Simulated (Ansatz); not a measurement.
Al2Cu (Khatyrkite):

```
CELL_PARAMETERS angstrom
-3.03350 3.03350 2.43850
3.03350 -3.03350 2.43850
3.03350 3.03350 -2.43850
ATOMIC_POSITIONS crystal
Cu 0.25000 0.25000 0.00000
Cu 0.75000 0.75000 0.00000
Al 0.34190 0.15810 0.50000
Al 0.84190 0.34190 0.18380
Al 0.65810 0.84190 0.50000
Al 0.15810 0.65810 0.81620
```

Base run:

* Program: Ansatz 0.2.0
* Functional: PBE
* Potentials or basis: Ansatz PAW
* Cutoff: 420 eV (not typed: the program's choice for these potentials)
* k mesh: 7 × 7 × 7
* Occupations: fermi-dirac, width 0.05 eV
* Spin: no spin polarisation

Its results: band gap on the k mesh none (metal or under the smearing width); pressure -0.3 GPa.

After a change of settings the same cell gave: band gap on the k mesh none (metal or under the smearing width); pressure -3.9 GPa. Which change was it?
A. functional from PBE to RPBE
B. functional from PBE to r2SCAN; cutoff from 420 eV (not typed: the program's choice for these potentials) to 500 eV (not typed: the program's choice for these potentials)
C. functional from PBE to LDA
D. functional from PBE to BLYP

B.

Caveats: the PAW data sets come from PBE, with cores solved anew for the run's functional, which leaves a small shift of forces and pressure (some runs).
